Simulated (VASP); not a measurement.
# HfN (F-43m) in VASP: single point with PBEsol

Aim: the single point of HfN with PBEsol.

All numbers are computed with VASP 6.6.1; they aren't measurements. Logs are shortened: lines on timing, memory, paths and dates and some standing lists are left out, and cuts for length are marked.

## (1) The structure

It takes space group F-43m (No. 216, cubic). Conventional cell: a = 4.910 Å, b = 4.910 Å, c = 4.910 Å, α = 90.00°, β = 90.00°, γ = 90.00°. Hf (site symmetry -43m) is surrounded by 4 N at 2.13 Å. Around N (site symmetry -43m) lie 4 Hf at 2.13 Å.

The cell comes from a database or a generator and needn't be the stable form of this composition.

## (2) Single point, PBEsol

Contents of INCAR:

```
PREC = Accurate
ENCUT = 520
EDIFF = 1E-6
ISMEAR = 0
SIGMA = 0.15
LREAL = False
LASPH = True
NELM = 100
ALGO = Normal
ISIF = 2
LWAVE = False
LCHARG = True
GGA = PS
LELF = True
LVHAR = True
NBANDS = 14
```

Contents of KPOINTS:

```
regular mesh
0
Gamma
  16 16 16
```

Contents of POSCAR:

```
HfN
1.0
    0.0000000000      2.4548220000      2.4548220000
    2.4548220000      0.0000000000      2.4548220000
    2.4548220000      2.4548220000      0.0000000000
Hf N
1 1
Direct
    0.0000000000      0.0000000000      0.0000000000
    0.7500000000      0.7500000000      0.7500000000
```

Potentials or basis: VASP PAW PBE potentials, release 64 (Hf_pv, N).

Launch:

```console
> cat potpaw_PBE.64/Hf_pv/POTCAR potpaw_PBE.64/N/POTCAR > POTCAR
> mpirun -np 1 vasp_std > vasp.out
```

OUTCAR:

```text
PREC = Accurate
   ENCUT = 520
   EDIFF = 1E-6
   ISMEAR = 0
   LREAL = False
   LASPH = True
   NELM = 100
   ISIF = 2
   GGA = PS

 ion  position               nearest neighbor table
   1  0.000  0.000  0.000-   2 2.13   2 2.13   2 2.13   2 2.13
   2  0.750  0.750  0.750-   1 2.13   1 2.13   1 2.13   1 2.13

  LATTYP: Found a face centered cubic cell.
 ALAT       =     4.9096440000

  Lattice vectors:

 A1 = (   0.0000000000,   2.4548220000,   2.4548220000)
 A2 = (   2.4548220000,   0.0000000000,   2.4548220000)
 A3 = (   2.4548220000,   2.4548220000,   0.0000000000)

Analysis of symmetry for initial positions (statically):
=====================================================================
 Subroutine PRICEL returns:
 Original cell was already a primitive cell.

 Routine SETGRP: Setting up the symmetry group for a
 face centered cubic supercell.

 Subroutine GETGRP returns: Found 24 space group operations
 (whereof 24 operations were pure point group operations)
 out of a pool of 48 trial point group operations.

The static configuration has the point symmetry T_d .

Analysis of symmetry for dynamics (positions and initial velocities):
=====================================================================
 Subroutine PRICEL returns:
 Original cell was already a primitive cell.

 Routine SETGRP: Setting up the symmetry group for a
 face centered cubic supercell.

 Subroutine GETGRP returns: Found 24 space group operations
 (whereof 24 operations were pure point group operations)
 out of a pool of 48 trial point group operations.

The dynamic configuration has the point symmetry T_d .

 Subroutine INISYM returns: Found 24 space group operations
 (whereof 24 operations are pure point group operations),
 and found     1 'primitive' translations

----------------------------------------------------------------------------------------

                                     Primitive cell

  volume of cell :      29.5863

  direct lattice vectors                    reciprocal lattice vectors
     0.000000000  2.454822000  2.454822000    -0.203680756  0.203680756  0.203680756
     2.454822000  0.000000000  2.454822000     0.203680756 -0.203680756  0.203680756
     2.454822000  2.454822000  0.000000000     0.203680756  0.203680756 -0.203680756

  length of vectors
     3.471642566  3.471642566  3.471642566     0.352785417  0.352785417  0.352785417

  position of ions in fractional coordinates (direct lattice)
     0.000000000  0.000000000  0.000000000
     0.750000000  0.750000000  0.750000000

  ion indices of the primitive-cell ions
[... 88 lines left out ...]
   EMIN   =  10.00;   EMAX   =-10.00  energy-range for DOS
   EFERMI =   0.00;   METHOD = LEGACY
   ISMEAR =     0;   SIGMA  =   0.15  broadening in eV -4-tet -1-fermi 0-gaus
   EFERMI_NEDOS =   21; number of points for ismear=-14 and -15
   IALGO  =     38    algorithm
   IMIX   =      4    mixing-type and parameters
     AMIX     =   0.40;   BMIX     =  1.00
     AMIX_MAG =   1.60;   BMIX_MAG =  1.00
  volume/ion in A,a.u.               =      14.79        99.83
  Fermi-wavevector in a.u.,A,eV,Ry     =   1.305395  2.466839 23.185087  1.704056
  Thomas-Fermi vector in A             =   2.436267
   LORBIT       =      0    0 simple, 1 ext, 2 COOP (PROOUT), +10 PAW based schemes
   GGA     = PS    functional components
   LHFCALC =     F    Hartree Fock is set to
   AEXX    =    0.0000 exact exchange contribution
   IVDW    =     0    specifies the selected vdW correction
   LEPSILON=     F    determine dielectric tensor
   LRPA    =     F    only Hartree local field effects (RPA)
 non-spin polarized calculation
 Gauss-broadening in eV      SIGMA  =   0.15
  energy-cutoff  :      520.00
  volume of cell :       29.59
 maximum number of plane-waves:       821
 NGX is ok and might be reduce to    28
   NGX = 13   NGY = 13   NGZ = 13

 number of electron      15.0000001 magnetization

 Free energy of the ion-electron system (eV)
  ---------------------------------------------------
  ext. energy  EPLUGINS =         0.00000000
  ---------------------------------------------------
  free energy    TOTEN  =       -22.25597855 eV

  energy without entropy =      -22.24868677  energy(sigma->0) =      -22.25233266

 E-fermi :   5.6005     XC(G=0): -11.3968

 val. band max:        5.5578083945   @ k =  -0.3750   0.2500   0.1250
 cond. band min:       5.6128347013   @ k =   0.1250   0.0625   0.0000
 fundamental gap:      0.0550263068
 Fermi energy:         5.6005463339

 k-point     1 :       0.0000    0.0000    0.0000
  band No.  band energies     occupation
      1     -25.4545      2.00000
      2     -25.4545      2.00000
      3     -25.4545      2.00000
      4     -10.4983      2.00000
      5       0.1493      2.00000
      6       0.1493      2.00000
      7       0.1493      2.00000
      8       4.8703      2.00000
      9       7.8047      0.00000
     10       7.8047      0.00000
     11      12.1879      0.00000
     12      12.1879      0.00000
     13      12.1879      0.00000
     14      17.9113      0.00000
[... 377 lines left out ...]
      1     -25.5006      2.00000
      2     -25.4670      2.00000
      3     -25.4581      2.00000
      4     -10.3745      2.00000
      5      -0.0878      2.00000
      6       0.2132      2.00000
      7       0.2485      2.00000
      8       5.4264      1.89946
      9       7.5020      0.00000
     10       7.7668      0.00000
     11      12.0036      0.00000
     12      12.2480      0.00000
     13      12.5138      0.00000
     14      17.4583      0.00000

 [... further k-points ...]

------------------------ aborting loop because EDIFF is reached ----------------------------------------

  FORCE on cell =-STRESS in cart. coord.  units (eV):
  Direction    XX          YY          ZZ          XY          YZ          ZX
  --------------------------------------------------------------------------------------
  -------------------------------------------------------------------------------------
  Total       -1.0920950     -1.0920950     -1.0920950      0.0000000      0.0000000      0.0000000
  in kB      -59.1399571    -59.1399571    -59.1399571      0.0000000      0.0000000      0.0000000
  external PRESSURE =     -59.1399571 kB  Pullay stress =       0.0000000 kB

 VOLUME and BASIS-vectors are now :
 -----------------------------------------------------------------------------
  energy-cutoff  :      520.00
  volume of cell :       29.59
      direct lattice vectors                 reciprocal lattice vectors
     0.000000000  2.454822000  2.454822000    -0.203680756  0.203680756  0.203680756
     2.454822000  0.000000000  2.454822000     0.203680756 -0.203680756  0.203680756
     2.454822000  2.454822000  0.000000000     0.203680756  0.203680756 -0.203680756

 POSITION                                       TOTAL-FORCE (eV/Angst)
 -----------------------------------------------------------------------------------
      0.00000      0.00000      0.00000         0.000000      0.000000     -0.000000
      3.68223      3.68223      3.68223        -0.000000     -0.000000      0.000000
 -----------------------------------------------------------------------------------
    total drift:                                0.000000      0.000000      0.000000

  FREE ENERGIE OF THE ION-ELECTRON SYSTEM (eV)
  ---------------------------------------------------
  free  energy   TOTEN  =       -22.2559785476 eV

  energy  without entropy=      -22.2486867708  energy(sigma->0) =      -22.25233266
```

stdout:

```text
POSCAR found type information on POSCAR HfN
 POSCAR found :  2 types and       2 ions
 scaLAPACK will be used
 -----------------------------------------------------------------------------
|                                                                             |
|                                                                             |
|     You enforced a specific xc type in the INCAR file but a different       |
|     I HOPE YOU KNOW WHAT YOU ARE DOING!                                     |
|                                                                             |
 -----------------------------------------------------------------------------

 LDA part: xc-table for (Slater+PW92), standard interpolation
 POSCAR, INCAR and KPOINTS ok, starting setup
 FFT: planning ... GRIDC
 FFT: planning ... GRID_SOFT
 FFT: planning ... GRID
 WAVECAR not read
 entering main loop
```

It took 42 s on 1 thread of Intel Xeon Platinum 8488C (Sapphire Rapids), shared host; peak memory 0.2 GiB.

Results:

| Item | Value |
| --- | --- |
| Free energy | -22.2560 eV |
| Pressure | -5.9 GPa |
| Band gap on the k mesh | none (metal or under the smearing width) |

Levels at points of the mesh, in eV from the Fermi level:
| k point | band 4 | band 5 | band 6 | band 7 | band 8 | band 9 | band 10 | band 11 |
| --- | --- | --- | --- | --- | --- | --- | --- | --- |
| (0.00, 0.00, 0.00) | -16.10 | -5.45 | -5.45 | -5.45 | -0.73 | 2.20 | 2.20 | 6.59 |
| (0.50, 0.00, 0.00) | -15.00 | -5.72 | -4.86 | -4.86 | 1.54 | 2.70 | 2.70 | 4.18 |
| (0.50, 0.50, 0.00) | -14.62 | -6.92 | -3.60 | -3.60 | -1.14 | 2.14 | 4.01 | 4.65 |

Caveat: the PAW data sets were made with another functional, which shifts forces and pressure a little. Spin-orbit coupling is left out, which matters for the levels of Hf.
